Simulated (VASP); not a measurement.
# Cu (Fm-3m) in VASP: further runs

Aim: see how the results for Cu move with the level of theory and the settings. Levels: PBEsol, PBE. Tasks: phonons, band structure.

Program: VASP 6.6.1. These are calculated values, not measurements. Logs are shortened: lines on timing, memory, paths and dates and some standing lists are left out, and cuts for length are marked.

### Step 1. Starting point

The structure is cubic, space group Fm-3m (No. 225). The conventional cell has a = 3.570 Å, b = 3.570 Å, c = 3.570 Å, α = 90.00°, β = 90.00°, γ = 90.00°. Around Cu (site symmetry m-3m) lie 12 Cu at 2.52 Å.

### Step 2. Phonons, PBEsol

Input file POSCAR:

```
Cu
1.0
    0.0000000000      1.7848606284      1.7848606284
    1.7848606284      0.0000000000      1.7848606284
    1.7848606284      1.7848606284      0.0000000000
  Cu
     1
Direct
     0.0000000000000000    0.0000000000000000    0.0000000000000000
```

Input file INCAR.step1:

```
ALGO = Normal ; EDIFF = 1E-8
EDIFFG = -0.002 ; ENCUT = 600
GGA = PS ; IBRION = 2
ISIF = 3 ; ISMEAR = 1
KPAR = 2 ; LASPH = True
LCHARG = False ; LREAL = False
LWAVE = False ; NELM = 80
NSW = 40 ; PREC = Accurate
SIGMA = 0.2
```

Input file INCAR.step2:

```
ALGO = Normal ; EDIFF = 1E-8
ENCUT = 600 ; GGA = PS
IBRION = 6 ; ISIF = 2
ISMEAR = 1 ; KPAR = 2
LASPH = True ; LCHARG = False
LREAL = False ; LWAVE = False
NELM = 80 ; NFREE = 2
NSW = 1 ; POTIM = 0.015
PREC = Accurate ; SIGMA = 0.2
```

Input file KPOINTS:

```
k-points
0
Gamma
  32 32 32
```

Potentials or basis: VASP PAW PBE potentials, release 64 (Cu).

The run is started by

```
$ cat potpaw_PBE.64/Cu/POTCAR > POTCAR
$ cp INCAR.step1 INCAR
$ mpirun -np 2 vasp_std > vasp.out
$ cp CONTCAR POSCAR
$ cp INCAR.step2 INCAR
$ mpirun -np 2 vasp_std > vasp.out
```

OUTCAR:

```text
EDIFF = 1E-8
   ENCUT = 600
   GGA = PS
   IBRION = 6
   ISIF = 2
   ISMEAR = 1
   LASPH = True
   LREAL = False
   NELM = 80
   NFREE = 2
   NSW = 1
   POTIM = 0.015
   PREC = Accurate

 ion  position               nearest neighbor table
   1  0.000  0.000  0.000-

  LATTYP: Found a face centered cubic cell.
 ALAT       =     3.5687065397

  Lattice vectors:

 A1 = (   0.0000000000,   1.7843532698,   1.7843532698)
 A2 = (   1.7843532698,   0.0000000000,   1.7843532698)
 A3 = (   1.7843532698,   1.7843532698,   0.0000000000)

Analysis of symmetry for initial positions (statically):
=====================================================================
 Subroutine PRICEL returns:
 Original cell was already a primitive cell.

 Routine SETGRP: Setting up the symmetry group for a
 face centered cubic supercell.

 Subroutine GETGRP returns: Found 48 space group operations
 (whereof 48 operations were pure point group operations)
 out of a pool of 48 trial point group operations.

The static configuration has the point symmetry O_h .

Analysis of symmetry for dynamics (positions and initial velocities):
=====================================================================
 Subroutine PRICEL returns:
 Original cell was already a primitive cell.

 Routine SETGRP: Setting up the symmetry group for a
 face centered cubic supercell.

 Subroutine GETGRP returns: Found 48 space group operations
 (whereof 48 operations were pure point group operations)
 out of a pool of 48 trial point group operations.

The dynamic configuration has the point symmetry O_h .

 Subroutine INISYM returns: Found 48 space group operations
 (whereof 48 operations are pure point group operations),
 and found     1 'primitive' translations

----------------------------------------------------------------------------------------

                                     Primitive cell

  volume of cell :      11.3625

  direct lattice vectors                    reciprocal lattice vectors
     0.000000000  1.784353270  1.784353270    -0.280213570  0.280213570  0.280213570
     1.784353270  0.000000000  1.784353270     0.280213570 -0.280213570  0.280213570
     1.784353270  1.784353270  0.000000000     0.280213570  0.280213570 -0.280213570

  length of vectors
[... 136 lines left out ...]
  --------------------------------------------------------------------------------------
  -------------------------------------------------------------------------------------
  Total        0.0008503      0.0008503      0.0008503     -0.0000000     -0.0000000      0.0000000
  in kB        0.1198959      0.1198959      0.1198959     -0.0000000     -0.0000000      0.0000000
  external PRESSURE =       0.1198959 kB  Pullay stress =       0.0000000 kB
[... 57 lines left out ...]
--------------------------------------- Ionic step        3  -------------------------------------------

 number of electron      11.0000007 magnetization

 Free energy of the ion-electron system (eV)
  ---------------------------------------------------
  ext. energy  EPLUGINS =         0.00000000
  ---------------------------------------------------
  free energy    TOTEN  =        -4.30888429 eV

  energy without entropy =       -4.30934231  energy(sigma->0) =       -4.30903696

 E-fermi :   7.9085     XC(G=0): -13.1352

 val. band max:        7.9074596194   @ k =   0.5000   0.3125   0.1250
 cond. band min:       7.9339341410   @ k =   0.4375   0.4063   0.0000
 fundamental gap:      0.0264745216
 Fermi energy:         7.9085350450

 k-point     1 :       0.0000    0.0000    0.0000
  band No.  band energies     occupation
      1      -1.8006      2.00000
      2       4.7388      2.00000
      3       4.7388      2.00000
      4       4.7388      2.00000
      5       5.6221      2.00000
      6       5.6221      2.00000
      7      30.7793      0.00000
      8      33.6958      0.00000
      9      33.6958      0.00000
[... 265 lines left out ...]
 k-point    24 :       0.2188    0.0313    0.0000
  band No.  band energies     occupation
      1      -0.2138      2.00000
      2       4.4742      2.00000
      3       4.9182      2.00000
      4       4.9226      2.00000
      5       5.5739      2.00000
      6       5.6881      2.00000
      7      22.7555      0.00000
      8      30.5664      0.00000
      9      30.5863      0.00000

 [... further k-points ...]
[... 5 lines left out ...]
  --------------------------------------------------------------------------------------
  -------------------------------------------------------------------------------------
  Total        0.0011558      0.0011558      0.0011558      0.0000000     -0.0000000     -0.0000000
  in kB        0.1629686      0.1629686      0.1629686      0.0000000     -0.0000000     -0.0000000
  external PRESSURE =       0.1629686 kB  Pullay stress =       0.0000000 kB
[... 16 lines left out ...]
  FREE ENERGIE OF THE ION-ELECTRON SYSTEM (eV)
  ---------------------------------------------------
  free  energy   TOTEN  =        -4.3088842856 eV

  energy  without entropy=       -4.3093423133  energy(sigma->0) =       -4.30903696

 INTERNAL STRAIN TENSORS FROM DISPLACED ATOMS
 ============================================

 INTERNAL STRAIN TENSOR FOR ION    1 for displacements in x,y,z  (eV/Angst):
          X           Y           Z          XY          YZ          ZX
  --------------------------------------------------------------------------------
  x     0.00000     0.00000     0.00000     0.00000     0.00000     0.00000
  y     0.00000     0.00000     0.00000     0.00000     0.00000     0.00000
  z     0.00000     0.00000     0.00000     0.00000     0.00000     0.00000

 Eigenvectors and eigenvalues of the dynamical matrix
 ----------------------------------------------------

   1 f  =    0.000000 THz     0.000000 2PiTHz    0.000000 cm-1     0.000000 meV
             X         Y         Z           dx          dy          dz
      0.000000  0.000000  0.000000     1.000000    0.000000    0.000000

   2 f  =    0.000000 THz     0.000000 2PiTHz    0.000000 cm-1     0.000000 meV
             X         Y         Z           dx          dy          dz
      0.000000  0.000000  0.000000     0.000000    1.000000    0.000000

   3 f  =    0.000000 THz     0.000000 2PiTHz    0.000000 cm-1     0.000000 meV
             X         Y         Z           dx          dy          dz
      0.000000  0.000000  0.000000     0.000000    0.000000    1.000000

 ELASTIC MODULI CONTR FROM IONIC RELAXATION (kBar)
 Direction    XX          YY          ZZ          XY          YZ          ZX
 --------------------------------------------------------------------------------
 XX           0.0000      0.0000      0.0000      0.0000      0.0000      0.0000
 YY           0.0000      0.0000      0.0000      0.0000      0.0000      0.0000
 ZZ           0.0000      0.0000      0.0000      0.0000      0.0000      0.0000
 XY           0.0000      0.0000      0.0000      0.0000      0.0000      0.0000
 YZ           0.0000      0.0000      0.0000      0.0000      0.0000      0.0000
 ZX           0.0000      0.0000      0.0000      0.0000      0.0000      0.0000
 --------------------------------------------------------------------------------
```

OUTCAR.step1:

```text
EDIFF = 1E-8
   EDIFFG = -0.002
   ENCUT = 600
   GGA = PS
   IBRION = 2
   ISIF = 3
   ISMEAR = 1
   LASPH = True
   LREAL = False
[... 573 lines left out ...]
  -------------------------------------------------------------------------------------
  Total        0.0008113      0.0008113      0.0008113      0.0000000     -0.0000000      0.0000000
  in kB        0.1143987      0.1143987      0.1143987      0.0000000     -0.0000000      0.0000000
  external PRESSURE =       0.1143987 kB  Pullay stress =       0.0000000 kB
[... 16 lines left out ...]
  FREE ENERGIE OF THE ION-ELECTRON SYSTEM (eV)
  ---------------------------------------------------
  free  energy   TOTEN  =        -4.3088933838 eV

  energy  without entropy=       -4.3093514168  energy(sigma->0) =       -4.30904606

 reached required accuracy - stopping structural energy minimisation
```

Wall time 2.7 min (2 MPI ranks of Intel Xeon Platinum 8488C (Sapphire Rapids), shared host); peak memory 0.3 GiB.

Results:

| Item | Value |
| --- | --- |
| Relaxed volume | 11.36 Å³/atom |
| Relaxed cell | a = 2.523 Å, b = 2.523 Å, c = 2.523 Å, α = 60.00°, β = 60.00°, γ = 60.00° |
| Space group after relaxing (to 0.05 Å) | Fm-3m (No. 225) |

Final structure:
```cif
data_structure
_symmetry_space_group_name_H-M 'P 1'
_symmetry_Int_Tables_number 1
_cell_length_a 2.5235
_cell_length_b 2.5235
_cell_length_c 2.5235
_cell_angle_alpha 60.000
_cell_angle_beta 60.000
_cell_angle_gamma 60.000
_cell_volume 11.36
loop_
_atom_site_label
_atom_site_type_symbol
_atom_site_fract_x
_atom_site_fract_y
_atom_site_fract_z
_atom_site_occupancy
Cu1 Cu 0.00000 0.00000 0.00000 1
```

Caveat: the PAW data sets were made with another functional, which shifts forces and pressure a little.

### Step 3. Band structure, PBE

Input file INCAR:

```
SYSTEM = Cu
PREC     = Accurate       ! precision mode
ENCUT    = 520            ! plane-wave cutoff, eV
EDIFF    = 1E-6           ! SCF threshold, eV
ISMEAR   = 1              ! smearing method
SIGMA    = 0.1            ! smearing width, eV
LREAL    = .FALSE.        ! projectors in reciprocal space
LASPH    = .TRUE.         ! aspherical terms in the spheres
NELM     = 80             ! most SCF steps
ALGO     = Normal         ! electronic algorithm
ISIF     = 2              ! what is computed and relaxed
LWAVE    = .FALSE.        ! write WAVECAR
LCHARG   = .FALSE.        ! write CHGCAR
LMAXMIX  = 4              ! l up to which the mixer works
GGA      = PE             ! functional
```

Input file KPOINTS:

```
Automatic mesh
0
G
  18 18 18
  0 0 0
```

Input file POSCAR:

```
Cu                                      
1.0
    0.0000000000      1.7848606275      1.7848606275
    1.7848606275      0.0000000000      1.7848606275
    1.7848606275      1.7848606275      0.0000000000
  Cu            
     1
Direct
     0.0000000000000000    0.0000000000000000    0.0000000000000000
```

Input file KPOINTS_OPT:

```
explicit points
202
Reciprocal
 0.0000000000  0.0000000000  0.0000000000 1
 0.0555555556  0.0000000000  0.0555555556 1
 0.1111111111  0.0000000000  0.1111111111 1
 0.1666666667  0.0000000000  0.1666666667 1
 0.2222222222  0.0000000000  0.2222222222 1
 0.2777777778  0.0000000000  0.2777777778 1
[... 194 lines left out ...]
 0.4928804700  0.0071195300  0.5000000000 1
 0.5071195300 -0.0071195300  0.5000000000 1
```

Potentials or basis: VASP PAW PBE potentials, release 64 (Cu).

The run is started by

```
$ cat potpaw_PBE.64/Cu/POTCAR > POTCAR
$ mpirun -np 1 vasp_std > vasp.out
```

Wall time 16 s (1 thread of AMD EPYC 9R45 (Zen 5), shared host); peak memory 0.12 GiB.

The run converged. Its results:

- Free energy: -3.7117 eV
- Pressure: 8.7 GPa
- Band gap along the path: none (metal or under the smearing width)

Levels at the corners of the path, in eV from the Fermi level:
```
point  band 2  band 3  band 4  band 5  band 6  band 7  band 8  band 9
    Γ   -3.11   -3.11   -3.11   -2.24   -2.24   22.93   25.87   25.87
    X   -4.59   -1.66   -1.48   -1.48    1.50    7.41   13.41   13.41
    X   -4.59   -1.66   -1.48   -1.48    1.50    7.41   13.41   13.41
    W   -3.65   -3.65   -2.28   -1.48    6.38    6.38    8.52    9.19
    W   -3.65   -3.65   -2.28   -1.48    6.38    6.38    8.52    9.19
    K   -4.22   -2.84   -2.10   -1.69    4.46    5.91    8.16   15.56
    K   -4.22   -2.84   -2.10   -1.69    4.46    5.91    8.16   15.56
    Γ   -3.11   -3.11   -3.11   -2.24   -2.24   22.93   25.87   25.87
    Γ   -3.11   -3.11   -3.11   -2.24   -2.24   22.93   25.87   25.87
    L   -3.15   -3.15   -1.64   -1.64   -1.08    3.98   21.40   22.70
    L   -3.15   -3.15   -1.64   -1.64   -1.08    3.98   21.40   22.70
    U   -4.22   -2.84   -2.10   -1.69    4.46    5.91    8.16   15.56
    U   -4.22   -2.84   -2.10   -1.69    4.46    5.91    8.16   15.56
    W   -3.65   -3.65   -2.28   -1.48    6.38    6.38    8.52    9.19
    W   -3.65   -3.65   -2.28   -1.48    6.38    6.38    8.52    9.19
    L   -3.15   -3.15   -1.64   -1.64   -1.08    3.98   21.40   22.70
    L   -3.15   -3.15   -1.64   -1.64   -1.08    3.98   21.40   22.70
    K   -4.22   -2.84   -2.10   -1.69    4.46    5.91    8.16   15.56
    U   -4.22   -2.84   -2.10   -1.69    4.46    5.91    8.16   15.56
    X   -4.59   -1.66   -1.48   -1.48    1.50    7.41   13.41   13.41
```
